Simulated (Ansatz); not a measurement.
AlNi3: single point with PBEsol

The system is AlNi3.

```
Ni Al
1.0
     3.52305    0.00000    0.00000
     0.00000    3.52305    0.00000
     0.00000    0.00000    3.52305
Ni Al
3 1
Direct
  0.50000 0.50000 0.00000
  0.50000 0.00000 0.50000
  0.00000 0.50000 0.50000
  0.00000 0.00000 0.00000
```

The cell is a database's computed one.

```json
{"Program": "Ansatz 0.2.0", "Task": "single point", "Functional": "PBEsol", "Potentials or basis": "all-electron LAPW, scalar-relativistic", "Cutoff": "286 eV (chosen from the basis error)", "Basis error allowed": "0.002 eV/atom", "k mesh": "6 × 6 × 6", "Occupations": "fermi-dirac, width 0.05 eV", "Spin": "collinear spin, ferrimagnetic start", "Starting moments": "[1.0, -0.5, 1.0, 0.0] μB"}
```

| Quantity | Value |
| --- | --- |
| Pressure | -0.7 GPa |
| Band gap on the k mesh | none (metal or under the smearing width) |
| Net moment | 0.67 μB per cell |
| Absolute moment | 0.83 μB per cell |
| Site moments | Ni +0.24; Al -0.02 μB |

Levels at points of the mesh, in eV from the Fermi level:
Spin up:
| k point | band 31 | band 32 | band 33 | band 34 | band 35 | band 36 |
| --- | --- | --- | --- | --- | --- | --- |
| (0.00, 0.00, 0.00) | -0.04 | -0.04 | 0.82 | 0.82 | 0.82 | 6.71 |
| (0.00, 0.00, -0.50) | -1.06 | -0.49 | -0.04 | 5.62 | 5.62 | 5.66 |
| (0.00, -0.50, 0.00) | -1.06 | -0.49 | -0.04 | 5.62 | 5.62 | 5.66 |
| (0.00, -0.50, -0.50) | -1.00 | -0.97 | -0.58 | 0.90 | 0.90 | 8.27 |
| (-0.50, 0.00, -0.50) | -1.00 | -0.97 | -0.58 | 0.90 | 0.90 | 8.27 |
| (-0.50, -0.50, -0.50) | -1.08 | -0.33 | -0.22 | -0.22 | -0.22 | 3.63 |
Spin down:
```tsv
k point	band 30	band 31	band 32	band 33	band 34	band 35
(0.00, 0.00, 0.00)	0.35	0.35	0.35	0.80	0.80	0.80
(0.00, 0.00, -0.50)	-0.96	-0.84	-0.30	0.35	5.67	5.67
(0.00, -0.50, 0.00)	-0.96	-0.84	-0.30	0.35	5.67	5.67
(0.00, -0.50, -0.50)	-1.12	-0.78	-0.63	-0.44	1.17	1.17
(-0.50, 0.00, -0.50)	-1.12	-0.78	-0.63	-0.44	1.17	1.17
(-0.50, -0.50, -0.50)	-0.89	-0.89	-0.34	0.12	0.12	0.12
```

Wall time 40 s on 4 threads of Intel(R) Xeon(R) Processor @ 2.50GHz (Skylake/Cascade Lake), on a shared host, peak memory 0.74 GiB.

Caveat: the k mesh is thin for a metal, which can move the energy by tens of meV per atom; the starting moments weren't kept.
